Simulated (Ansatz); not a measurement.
# AlNi (Pm-3m) in Ansatz: a series of runs, part 2 of 3

Ansatz 0.2.0. The steps go on from the part before.

## Step 3: Phonons, PBE, collinear spin, ferromagnetic start

Input file input.yaml:

```yaml
crystal:
  lattice:
    - [2.881, 0.0, 0.0]
    - [0.0, 2.881, 0.0]
    - [0.0, 0.0, 2.881]
  atoms:
    - { symbol: Ni, position: [0.5, 0.5, 0.5], spin: 1.0 }
    - { symbol: Al, position: [0.0, 0.0, 0.0] }
kpoints:
  mp_grid: { grid: [7, 7, 7] }
scf:
  occupations: { method: fermi_dirac, width: 0.05 }
hamiltonian:
  xc: pbe
  pseudopotentials: { kind: all_electron, lapw: { basis_error: 0.001 } }
magnetization:
  spin_polarized: true
output: {}
phonons:
  method: fd
  supercell: [1, 1, 1]
```

Potentials or basis: all-electron LAPW, scalar-relativistic.

Launch:

```
ansatz run input.yaml --threads 2 --pin off --max-ram 6144MiB --backend cpu --events-out ev --progress --plain --runs-dir out
```

The log of the run:

```text
Warning: RAYON_NUM_THREADS=2 ignored (pool sized by the plan → 2); use --threads N
LAPW: plane waves up to 8.505 Å⁻¹, error target 1.0e-3 eV per atom; small_component_spin mean_spin; Al in spheres of 1.112 Å, 11 of its electrons in bands, Dirac shells []; Ni in spheres of 1.308 Å, 18 of its electrons in bands, Dirac shells [] (how accurate: hamiltonian.pseudopotentials.lapw.basis_error, Limitations)
Engine: ansatz 0.2.0, aarch64-unknown-linux-gnu
Pseudopotentials: kind: all_electron
Pseudopotential: Ni, LAPW, valence charge 18, lapw/all_electron/scalar/gaussian/Ni, Koelling and Harmon's equation, gaussian nucleus
Pseudopotential: Al, LAPW, valence charge 11, lapw/all_electron/scalar/gaussian/Al, Koelling and Harmon's equation, gaussian nucleus
Functional definition: PBE
  parameter kappa = 0.804
  parameter beta = 0.06672455060314922
  exchange = pbe_x(kappa = kappa, mu = beta*pi^2/3)
  correlation = pbe_c(beta = beta)
Crystal: 2 atoms, lattice volume = 23.913 Å³
Basis set: ecut = 275.5882757132472 eV, 251 PW (Γ), exchange–correlation at level 2
Bands: 19, of which v1, the nominal top of the filled ones, is band 15 counted from 1 (14 counted from 0)
Symmetry: 48 space group operations
Space group: Pm-3m (ITA 221), of the structure as read, at distance tolerance 2.9e-5 Å
Magnetic group: BNS 221.92 (UNI 1594), of the structure as read, at distance tolerance 2.9e-5 Å
k-points: 20 of 343
Non-local potential: Ni, projectors of the file, none
Non-local potential: Al, projectors of the file, none
Initial density: superposition of atomic densities (chi_scale 0.1, normalization cell)
Starting moments: Σ|m| = 1 μB on 1 of 2 sites
Initial wavefunctions: plane waves of lowest kinetic energy (no species holds an atomic orbital)
Functional: x = pbe(κ = 0.804, μ = 0.2195149727645171), c = pbe(β = 0.06672455060314922)
SCF 1 converged in 11 iterations: F = -47991.705109 eV  dr2 = 2.34e-14
Initial density: read from a saved state, or passed on in memory by an earlier SCF of this step, an earlier step, the calling program or the single point that the run made first
Stability of the state it starts from, as read at its close in the collinear treatment: not read negative (Ritz values of 1 − χ₀K, real part plus size of imaginary part, from 0.63 to 0.76, by its mixing steps under the symmetry group of the SCF that read it); its run was given moments
iter 1 solved again at ethr=6.57e-9 eV; its pass at ethr=1.00e-1 eV (dr2=1.91e-6 eV) is discarded
SCF iter   1: F=—  HF=-47991.705109 eV  |F-HF|=—  |Δ(HF+E_count)|=         —  Δρ=1.83e-8 (↑1.83e-8 ↓1.83e-8)  dr2=1.39e-13  dr2_m=0.00e0  M=0.000 μB ∫|m|=0.000 μB  β_m=0.30  ethr=6.57e-9  ⟨swp⟩=6.0  Hψ=3742  notcnv=0
eigensolver tolerance schedule: the retry pair's looser diagonalisation over-reported the residual by 13699343.32 of it (diagonalisation noise at 9.03 of the residual, at the tolerance the schedule requests for it); recorded, not acted on — ethr = c·dr2/N_el stays at c = 1.0e-1
preconditioner: auto → none  [metal: Δε(μ)=0.089 eV  Ē_g=9.656 eV  σ=0.050 eV  W_gap=0.41  n_scr=6 (ndim 8)  ℏωp=27.4 eV  f_vac=0.000  D(μ)=0.85/eV (n_scr^D=6)]
SCF iter   2: F=-47991.705109 eV  HF=-47991.705109 eV  |F-HF|=1.46e-11  |Δ(HF+E_count)|=   2.17e-9  Δρ=1.16e-8 (↑1.16e-8 ↓1.16e-8)  dr2=1.65e-13  dr2_m=0.00e0  M=0.000 μB ∫|m|=0.000 μB  ethr=1.48e-12 (applied; sched 1.00e-12)  ⟨swp⟩=4.0  Hψ=1383  notcnv=0
SCF 2 converged in 2 iterations: F = -47991.705109 eV  dr2 = 1.65e-13
Symmetry: 8 space group operations
k-points: 40 of 343 (time reversal used)
Initial density: handed on by an earlier stage of this run
Initial wavefunctions: plane waves of lowest kinetic energy (no species holds an atomic orbital; no wavefunctions were taken with the density)
iter 1 solved again at ethr=6.75e-7 eV; its pass at ethr=1.00e-1 eV (dr2=1.96e-4 eV) is discarded
SCF iter   1: F=—  HF=-47991.704889 eV  |F-HF|=—  |Δ(HF+E_count)|=         —  Δρ=3.40e-4 (↑3.40e-4 ↓3.40e-4)  dr2=1.93e-4  dr2_m=0.00e0  M=0.000 μB ∫|m|=0.000 μB  β_m=0.30  ethr=6.75e-7  ⟨swp⟩=4.6  Hψ=6588  notcnv=0
SCF iter   2: F=—  HF=-47991.704828 eV  |F-HF|=—  |Δ(HF+E_count)|=   6.08e-5  Δρ=1.68e-4 (↑1.68e-4 ↓1.68e-4)  dr2=4.46e-5  dr2_m=0.00e0  M=0.000 μB ∫|m|=0.000 μB  β_m=0.44  ethr=6.67e-7  ⟨swp⟩=2.0  Hψ=2030  notcnv=0
iter 3 solved again at ethr=5.22e-10 eV; its pass at ethr=1.54e-7 eV (dr2=1.51e-7 eV) is discarded
SCF iter   3: F=—  HF=-47991.704812 eV  |F-HF|=—  |Δ(HF+E_count)|=   1.57e-5  Δρ=2.06e-5 (↑2.06e-5 ↓2.06e-5)  dr2=1.50e-7  dr2_m=0.00e0  M=0.000 μB ∫|m|=0.000 μB  β_m=0.56  ethr=5.22e-10  ⟨swp⟩=2.8  Hψ=3682  notcnv=0
SCF iter   4: F=—  HF=-47991.704813 eV  |F-HF|=—  |Δ(HF+E_count)|=   5.90e-7  Δρ=1.82e-5 (↑1.82e-5 ↓1.82e-5)  dr2=3.45e-7  dr2_m=0.00e0  M=0.000 μB ∫|m|=0.000 μB  β_m=0.39  ethr=5.16e-10  ⟨swp⟩=3.0  Hψ=2126  notcnv=0  recentre
SCF iter   5: F=—  HF=-47991.704812 eV  |F-HF|=—  |Δ(HF+E_count)|=   4.13e-7  Δρ=3.79e-6 (↑3.79e-6 ↓3.79e-6)  dr2=3.80e-9  dr2_m=0.00e0  M=0.000 μB ∫|m|=0.000 μB  β_m=0.59  ethr=5.16e-10  ⟨swp⟩=2.3  Hψ=2041  notcnv=0
SCF iter   6: F=-47991.704812 eV  HF=-47991.704812 eV  |F-HF|=7.28e-10  |Δ(HF+E_count)|=   8.29e-9  Δρ=1.04e-6 (↑1.04e-6 ↓1.04e-6)  dr2=2.86e-10  dr2_m=0.00e0  M=0.000 μB ∫|m|=0.000 μB  ethr=1.31e-11  ⟨swp⟩=2.4  Hψ=2045  notcnv=0
SCF 3 converged in 6 iterations: F = -47991.704812 eV  dr2 = 2.86e-10
iter 1 solved again at ethr=1.01e-6 eV; its pass at ethr=1.00e-1 eV (dr2=2.92e-4 eV) is discarded
SCF iter   1: F=—  HF=-47991.704931 eV  |F-HF|=—  |Δ(HF+E_count)|=         —  Δρ=4.05e-4 (↑4.05e-4 ↓4.05e-4)  dr2=2.89e-4  dr2_m=0.00e0  M=0.000 μB ∫|m|=0.000 μB  β_m=0.30  ethr=1.01e-6  ⟨swp⟩=4.5  Hψ=6508  notcnv=0
SCF iter   2: F=—  HF=-47991.704838 eV  |F-HF|=—  |Δ(HF+E_count)|=   9.27e-5  Δρ=1.96e-4 (↑1.96e-4 ↓1.96e-4)  dr2=6.72e-5  dr2_m=0.00e0  M=0.000 μB ∫|m|=0.000 μB  β_m=0.44  ethr=9.98e-7  ⟨swp⟩=2.0  Hψ=2030  notcnv=0
iter 3 solved again at ethr=7.54e-10 eV; its pass at ethr=2.32e-7 eV (dr2=2.19e-7 eV) is discarded
SCF iter   3: F=—  HF=-47991.704813 eV  |F-HF|=—  |Δ(HF+E_count)|=   2.60e-5  Δρ=1.69e-5 (↑1.69e-5 ↓1.69e-5)  dr2=2.17e-7  dr2_m=0.00e0  M=0.000 μB ∫|m|=0.000 μB  β_m=0.52  ethr=7.54e-10  ⟨swp⟩=2.8  Hψ=3680  notcnv=0
SCF iter   4: F=—  HF=-47991.704813 eV  |F-HF|=—  |Δ(HF+E_count)|=   6.57e-7  Δρ=2.23e-5 (↑2.23e-5 ↓2.23e-5)  dr2=5.99e-7  dr2_m=0.00e0  M=0.000 μB ∫|m|=0.000 μB  β_m=0.36  ethr=7.48e-10  ⟨swp⟩=3.0  Hψ=2167  notcnv=0  recentre
SCF iter   5: F=—  HF=-47991.704812 eV  |F-HF|=—  |Δ(HF+E_count)|=   8.13e-7  Δρ=2.34e-6 (↑2.34e-6 ↓2.34e-6)  dr2=2.43e-9  dr2_m=0.00e0  M=0.000 μB ∫|m|=0.000 μB  β_m=0.58  ethr=7.48e-10  ⟨swp⟩=2.5  Hψ=2050  notcnv=0
SCF iter   6: F=-47991.704812 eV  HF=-47991.704812 eV  |F-HF|=4.44e-10  |Δ(HF+E_count)|=   1.48e-9  Δρ=7.51e-7 (↑7.51e-7 ↓7.51e-7)  dr2=1.98e-10  dr2_m=0.00e0  M=0.000 μB ∫|m|=0.000 μB  ethr=8.38e-12  ⟨swp⟩=2.9  Hψ=2100  notcnv=0
SCF 4 converged in 6 iterations: F = -47991.704812 eV  dr2 = 1.98e-10
SCF converged after 2 iterations
Magnetization: 0.0000 μB (14.5000 up, 14.5000 down)
Absolute magnetization: 0.0000 μB (∫|ρ↑−ρ↓|)
Spin contamination: 0.0000 ħ² per cell (⟨S²⟩ above its minimum at these occupations)
Per-site moments (μB) at R_I (Å): [(0.0, 1.3082777741079454), (0.0, 1.1118908024826106)]
Free energy (F): -47991.705109 eV
Harris-Foulkes:  -47991.705109 eV  (|F-HF|=1.46e-11)
Internal energy: -47991.698788 eV  (E = F + TS)
E sigma→0 (E₀):  -47991.701949 eV
Entropy (-TS):   -0.006321 eV (-3.161 meV/atom)
Fermi energy:    15.492937 eV
--- Per-component energies (eV) ---
  E_band       = -777.002439
  E_kinetic    = 48668.514641
  E_xc         = -2240.340344
  E_electrostatic = -94419.873085  (all electrons and nuclei)
  E_smearing   = -0.006321  (= −TS)
  E_closure    = 0.000000  (closes the sum)
  E_atoms      = -47979.538827  (free atoms, spherical and without spin; not in F)
  Σ components = -47991.705109   (vs F -47991.705109, Δ=0.00e0)
  Basis errors (estimates in eV, not in F): energy 2.8e-4 per atom: plane waves 2.6e-4 (1.4e-4 summed), levels above the bands 1.7e-53, relativity 4.9e-9, radial functions 1.8e-5, core shells 2.3e-11; eigenvalues (radial functions only) 8.1e-7; not estimated: angular momenta, meshes, grids; target (lapw.basis_error) 1.0e-3; muffin-tin radii Al 1.112 Å, Ni 1.308 Å
--- Forces (eV/Å), atoms counted from 1 ---
  atom   1  Ni     0.00000000    -0.00000000     0.00000000
  atom   2  Al    -0.00000000     0.00000000    -0.00000000
  max |Σ_I F_I| component: 7.46e-30 eV/Å
--- Band table (eV; the first three rows and the last of 40) ---
  k-point 0 ↑: bands = ["-87.9467", "-87.5957", "-49.0549", "-49.0549", "-49.0549", "-48.3449", "-48.3449", "-48.3449", "4.1671", "12.1222", "12.1222", "13.8298", "13.8298", "13.8298", "20.8016", "20.8016", "20.8016", "23.4600", "23.4600"]
  k-point 1 ↑: bands = ["-87.9463", "-87.5957", "-49.0565", "-49.0542", "-49.0542", "-48.3497", "-48.3450", "-48.3450", "4.5422", "12.0661", "12.2081", "13.6761", "13.6761", "13.8464", "18.2439", "21.2894", "21.2894", "23.4783", "25.5836"]
  k-point 2 ↑: bands = ["-87.9453", "-87.5957", "-49.0601", "-49.0528", "-49.0528", "-48.3605", "-48.3454", "-48.3454", "5.6445", "11.4458", "12.4088", "13.3673", "13.3673", "13.8841", "15.6696", "22.6097", "22.6097", "23.5273", "27.3490"]
  k-point 19 ↓: bands = ["-87.9419", "-87.5941", "-49.0618", "-49.0612", "-49.0612", "-48.3651", "-48.3651", "-48.3645", "10.9559", "11.3557", "11.3557", "14.1668", "14.1668", "15.5534", "17.2653", "17.2653", "18.9574", "20.4360", "20.4360"]
--- Phonons: 2 displaced members + reference (amplitude 0.01 Å, Σ member SCF iterations 12) ---
  symmetry images taken by strict's conditions (phonons.symmetry_images: auto; settled by no image being taken that strict refuses)
  ASR residual: 7.857e-4 → 0.000e0 eV/Å²; symmetrization residual: 1.661e-5 eV/Å²
  largest component of a force at the reference: 8.2e-30 eV/Å
  ASR residual per site (eV/Å²): 3.68e-5 7.86e-4
  Γ frequencies (cm⁻¹): 0.00 0.00 0.00 295.56 295.56 295.56
  density of states and harmonic sums: on the 21×21×21 q-mesh, interpolated from the force constants of a 1×1×1 supercell (no non-analytic term)
  largest difference from the sums on the solved wave vectors: F 4.42e-1 eV, S 7.01e-4 and C_V 2.58e-4 eV/K
  zero-point energy: 0.074947 eV/cell   skipped modes (ω ≤ 0): 3   left out of the sums: 5.40e-5 of the cell's modes: C_V's classical limit lies that fraction below 3 k_B per atom; for a crystal, a wire or a layer, F and S can be off by more, and a phonons.interpolated_qmesh denser along its periods is the remedy for the sampling
```

Run time: 20 s. Hardware: 2 threads of Arm Neoverse V2, shared host; peak memory 0.38 GiB.

What came out:

| Item | Value |
| --- | --- |
| Free energy | -47991.7051 eV |
| Band gap on the k mesh | none (metal or under the smearing width) |
| Net moment | 0.00 μB per cell |
| Absolute moment | 0.00 μB per cell |
| Highest phonon frequency at Γ | 296 cm⁻¹ |

Levels at points of the mesh, in eV from the Fermi level:
Spin up:
| k point | band 12 | band 13 | band 14 | band 15 | band 16 | band 17 |
| --- | --- | --- | --- | --- | --- | --- |
| (0.00, 0.00, 0.00) | -1.66 | -1.66 | -1.66 | 5.31 | 5.31 | 5.31 |
Spin down:
| k point | band 11 | band 12 | band 13 | band 14 | band 15 | band 16 | band 17 | band 18 |
| --- | --- | --- | --- | --- | --- | --- | --- | --- |
| (0.00, 0.00, 0.00) | -3.37 | -1.66 | -1.66 | -1.66 | 5.31 | 5.31 | 5.31 | 7.97 |

Phonon frequencies in cm⁻¹ (negative: imaginary):
| q point | frequencies |
| --- | --- |
| (0.000, 0.000, 0.000) | 0 0 0 296 296 296 |

Caveat: the k mesh is thin for a metal, which can move the energy by tens of meV per atom; a metal's response needs a denser mesh; the program listed the state as in doubt.

## Step 4: Band structure, PBEsol+U, collinear spin, ferromagnetic start

Input file input.yaml:

```yaml
crystal:
  lattice:
    - [2.881, 0.0, 0.0]
    - [0.0, 2.881, 0.0]
    - [0.0, 0.0, 2.881]
  atoms:
    - { symbol: Ni, position: [0.5, 0.5, 0.5], spin: 1.0 }
    - { symbol: Al, position: [0.0, 0.0, 0.0] }
kpoints:
  mp_grid: { grid: [9, 9, 9] }
  band_path:
    path:
      - [0.0, 0.0, 0.0]
      - [0.0, 0.5, 0.0]
      - [0.5, 0.5, 0.0]
      - [0.0, 0.0, 0.0]
      - [0.5, 0.5, 0.5]
      - [0.0, 0.5, 0.0]
    npoints: 6
scf:
  occupations: { method: methfessel_paxton, width: 0.2 }
hamiltonian:
  xc: pbesol
  pseudopotentials: { kind: all_electron, lapw: { basis_error: 0.001 } }
  hubbard:
    sites: [{ species: Ni, l: d, u_eff: 7 }]
    double_counting: fll
    projectors: ortho-atomic
magnetization:
  spin_polarized: true
output:
  forces: true
  stress: true
  eigenvalues: true
  hubbard: {}
```

Potentials or basis: all-electron LAPW, scalar-relativistic.

Launch:

```
ansatz run input.yaml --threads 2 --pin off --max-ram 6144MiB --backend cpu --events-out ev --progress --plain --runs-dir out
```

The log of the run:

```text
Warning: RAYON_NUM_THREADS=2 ignored (pool sized by the plan → 2); use --threads N
Ni: projections on atomic orbitals take those of the free atom 1s2 2s2 2p6 3s2 3p6 3d8 4s2, of charge +0.00 (hamiltonian.pseudopotentials.projection_atoms)
Al: projections on atomic orbitals take those of the free atom 1s2 2s2 2p6 3s2 3p1, of charge +0.00 (hamiltonian.pseudopotentials.projection_atoms)
LAPW: plane waves up to 8.188 Å⁻¹, error target 1.0e-3 eV per atom; small_component_spin mean_spin; Al in spheres of 1.144 Å, 11 of its electrons in bands, Dirac shells []; Ni in spheres of 1.351 Å, 18 of its electrons in bands, Dirac shells [] (how accurate: hamiltonian.pseudopotentials.lapw.basis_error, Limitations)
[... 4 set-up lines as earlier in the session ...]
Functional definition: PBEsol
  exchange = pbesol_x
  correlation = pbesol_c
Crystal: 2 atoms, lattice volume = 23.913 Å³
Basis set: ecut = 255.42657149256178 eV, 251 PW (Γ), exchange–correlation at level 2
Bands: 19, of which v1, the nominal top of the filled ones, is band 15 counted from 1 (14 counted from 0)
[... 2 set-up lines as earlier in the session ...]
Magnetic group: BNS 221.92 (UNI 1594), of the structure as read, at distance tolerance 2.9e-5 Å
[... 61 lines left out ...]
  Σ components = -47941.073900   (vs F -47941.073900, Δ=0.00e0)
  Basis errors (estimates in eV, not in F): energy 2.6e-4 per atom: plane waves 2.5e-4 (1.3e-4 summed), levels above the bands 0.0e0, relativity 8.8e-9, radial functions 1.2e-5, core shells 6.7e-12; eigenvalues (radial functions only) 1.8e-6; not estimated: angular momenta, meshes, grids; target (lapw.basis_error) 1.0e-3; muffin-tin radii Al 1.144 Å, Ni 1.351 Å
--- Forces (eV/Å), atoms counted from 1 ---
  atom   1  Ni     0.00000000    -0.00000000     0.00000000
  atom   2  Al    -0.00000000     0.00000000    -0.00000000
  max |Σ_I F_I| component: 7.76e-30 eV/Å
--- Stress (GPa, compression-positive) ---
       -4.619256      -0.000000       0.000000
       -0.000000      -4.619256       0.000000
        0.000000       0.000000      -4.619256
  P = ⅓ Tr σ = -4.6193 GPa (-46.193 kbar)
--- Band table (eV; the first three rows and the last of 70) ---
  k-point 0 ↑: bands = ["-87.8030", "-86.0125", "-49.4777", "-49.4777", "-49.4777", "-46.6171", "-46.6171", "-46.6171", "4.0276", "10.3085", "10.3085", "12.2325", "12.2325", "12.2325", "20.6350", "20.6350", "20.6350", "23.4691", "23.4691"]
  k-point 1 ↑: bands = ["-87.8028", "-86.0123", "-49.4789", "-49.4776", "-49.4776", "-46.6202", "-46.6169", "-46.6169", "4.2546", "10.3503", "10.3662", "12.1353", "12.1353", "12.2442", "18.8040", "20.9329", "20.9329", "23.4533", "24.9986"]
  k-point 2 ↑: bands = ["-87.8026", "-86.0119", "-49.4821", "-49.4773", "-49.4773", "-46.6281", "-46.6166", "-46.6166", "4.9262", "10.3559", "10.5161", "11.9048", "11.9048", "12.2742", "16.3116", "21.7714", "21.7714", "23.4085", "26.5655"]
  k-point 34 ↓: bands = ["-87.8006", "-86.0082", "-49.4874", "-49.4874", "-49.4873", "-46.6378", "-46.6378", "-46.6377", "9.6962", "9.8690", "9.8690", "12.7004", "12.7004", "15.8092", "17.1456", "17.1456", "18.5950", "19.9500", "19.9500"]
Occupation matrices written to <dir>
--- Occupation matrices: 1 shell (run DFT+U table (ortho-atomic); ε = 3.93e-5) ---
  Ni0 d_3D: site group Oh (m-3m)
  Ni0 d_3D up     Tr n = 4.5834  λ = 0.915 0.915 0.915 0.919 0.919  [3× xz 0.33 (T2g 1.00) T2g(1.00) | 2× z2 0.50 (Eg 1.00) Eg(1.00)]
  Ni0 d_3D dn     Tr n = 4.5834  λ = 0.915 0.915 0.915 0.919 0.919  [3× xz 0.33 (T2g 1.00) T2g(1.00) | 2× z2 0.50 (Eg 1.00) Eg(1.00)]
  Tr n, λ and their labels are of the run-group-symmetrised matrices; stabiliser: 96 of 96 elements of G0×{1,Θ} (closed), max defect 2.0e-7 at τ = 8.3e-6
```

occupations.tsv:

```text
# site	symbol	l	channel	k	occupation	cluster	real_ylm_label	real_ylm_weight	cubic_label	cubic_weight	pseudocubic_irrep	site_irrep	w_site_irrep	cell_site_irrep	w_cell_site_irrep
# projection_atom_Ni: 1s2 2s2 2p6 3s2 3p6 3d8 4s2
# projection_atom_Al: 1s2 2s2 2p6 3s2 3p1
# site_irrep/w_site_irrep = the cluster's dominant irrep under the shell's site group (Mulliken, in the setting of the per-shell frame z, x; double-valued rows on a spinor block under rep=spin_orbital) and its weight, the cluster's purity; - without a site group
[... 15 lines left out ...]
0	Ni	2_3D	dn	1	0.915364	0	xz	0.3333	xz	0.3333	T2g	T2g	1.0000	-	-
0	Ni	2_3D	dn	2	0.915364	0	xz	0.3333	xz	0.3333	T2g	T2g	1.0000	-	-
0	Ni	2_3D	dn	3	0.918659	1	z2	0.5000	z2	0.5000	Eg	Eg	1.0000	-	-
0	Ni	2_3D	dn	4	0.918659	1	z2	0.5000	z2	0.5000	Eg	Eg	1.0000	-	-
# Tr n = 4.583410
```

Run time: 17 s. Hardware: 2 threads of Arm Neoverse V1, shared host; peak memory 0.4 GiB.

What came out:

```
Free energy             : -47941.0739 eV
Pressure                : -4.6 GPa
Band gap along the path : none (metal or under the smearing width)
Net moment              : 0.00 μB per cell
Absolute moment         : 0.00 μB per cell
```

Levels at the corners of the path, in eV from the Fermi level:
Spin up:
```tsv
point	band 12	band 13	band 14	band 15	band 16	band 17	band 18	band 19
Γ	-2.42	-2.42	-2.42	5.99	5.99	5.99	8.82	8.82
X	-3.15	-3.15	-2.32	-1.22	8.65	10.60	10.60	11.36
M	-3.03	-2.38	-2.38	-1.84	2.01	2.73	12.56	15.77
Γ	-2.42	-2.42	-2.42	5.99	5.99	5.99	8.82	8.82
R	-1.81	-1.81	2.63	2.63	2.63	3.98	4.81	4.81
X	-3.15	-3.15	-2.32	-1.22	8.65	10.60	10.60	11.36
```
Spin down:
```
point  band 12  band 13  band 14  band 15  band 16  band 17  band 18  band 19
    Γ    -2.42    -2.42    -2.42     5.99     5.99     5.99     8.82     8.82
    X    -3.15    -3.15    -2.32    -1.22     8.65    10.60    10.60    11.36
    M    -3.03    -2.38    -2.38    -1.84     2.01     2.73    12.56    15.77
    Γ    -2.42    -2.42    -2.42     5.99     5.99     5.99     8.82     8.82
    R    -1.81    -1.81     2.63     2.63     2.63     3.98     4.81     4.81
    X    -3.15    -3.15    -2.32    -1.22     8.65    10.60    10.60    11.36
```

Caveat: the magnetic state may not be the lowest; the U is typed as a test and isn't derived for this compound; the starting moments weren't kept.

(Part 2 of 3 ends here.)
